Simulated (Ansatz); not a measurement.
BaS, CsCl type, relaxed with r2SCAN in Ansatz. It is cubic, Pm-3m (No. 221); conventional cell a = 3.834 Å, 28.17 Å³ an atom. Ba has 8 S at 3.32 Å; S has 8 Ba at 3.32 Å.

The axes x, y and z are those of this cell:
```xyz
2
Lattice="3.8338 0.0000 0.0000 0.0000 3.8338 0.0000 0.0000 0.0000 3.8338" Properties=species:S:1:pos:R:3 pbc="T T T"
Ba    0.0000    0.0000    0.0000
S     1.9169    1.9169    1.9169
```

Unstrained: PBE gives an indirect gap of 1.564 eV, from M to Γ; the least direct gap is 1.638 eV at Γ. r2SCAN gives an indirect gap of 1.926 eV, from M to Γ; the least direct gap is 1.995 eV at Γ. With HSE06 the valence top lies at M and the conduction bottom at Γ, 2.453 eV higher; the smallest vertical gap, at Γ, is 2.548 eV. Meshes: PBE 6×6×6, r2SCAN 6×6×6, HSE06 4×4×4. Strains are changes of length per length, and xy shears are angles. After each strain the atoms were relaxed again with r2SCAN in this cell and within any symmetry left, so distortions that break it or need a larger cell weren't tested; points keep the names that they have in the unstrained zone. The calculation is spin-unpolarised, and the structure need not be a phase that has been made.

(1) Apply xy shear, engineering strain (angle) -3.87 %. How far does the gap move, against the unstrained cell?

(2) Estimate what uniaxial +5.78 % along x, other directions held does to the gap.

(3) One strain changed the r2SCAN stress by xx -0.42, yy -0.42, zz -6.51 GPa (compression positive) and the gap by -0.134 eV (PBE), -0.142 eV (r2SCAN), -0.155 eV (HSE06). Which kind of strain was it, and roughly how large?

Answers

(1) PBE: the gap goes from 1.564 to 1.565 eV (+0.001 eV). r2SCAN: the gap goes from 1.926 to 1.927 eV (+0.001 eV). HSE06: the gap goes from 2.453 to 2.454 eV (0.000 eV). The r2SCAN energy rises by 1.6 meV an atom.

(2) PBE: the gap goes from 1.564 to 1.427 eV (-0.137 eV). r2SCAN: the gap goes from 1.926 to 1.781 eV (-0.145 eV). HSE06: the gap goes from 2.453 to 2.295 eV (-0.158 eV). The r2SCAN energy rises by 34.2 meV an atom.

(3) Uniaxial +5.69 % along z, other directions held. The pattern of the stress gives the kind; the size needs the stiffness, so it is an estimate.

Spin-orbit coupling is left out.

The meshes of the hybrids are coarse, so their gaps aren't converged to the digits shown.
